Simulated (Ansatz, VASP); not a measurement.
**Al in VASP and in Ansatz**

```
CELL_PARAMETERS angstrom
0.00000 2.02481 2.02481
2.02481 0.00000 2.02481
2.02481 2.02481 0.00000
ATOMIC_POSITIONS crystal
Al 0.00000 0.00000 0.00000
```

Alike in both runs: functional BLYP; k mesh 11 × 11 × 11; occupations fermi-dirac, width 0.05 eV; no spin polarisation.

```csv
,VASP,Ansatz
version,VASP 6.6.1,Ansatz 0.2.0
potentials or method,"VASP PAW PBE potentials, release 64 (Al), cutoff 520 eV","all-electron LAPW, scalar-relativistic"
task,single point,band structure
```

Ansatz gave:

- gap on the k mesh at the Fermi level (eV): none
- pressure (GPa): 3.0

**Question.** What did VASP give for the same quantities?

**Answer.** gap on the k mesh at the Fermi level (eV): none; pressure (GPa): 3.1.

A gap of «none» marks a metal or a gap that the smearing closes. Ansatz ran all-electron here, so the differences hold the error of VASP's frozen core and of both bases.

Caveats: the PAW data sets were made with another functional, which shifts forces and pressure a little (VASP).
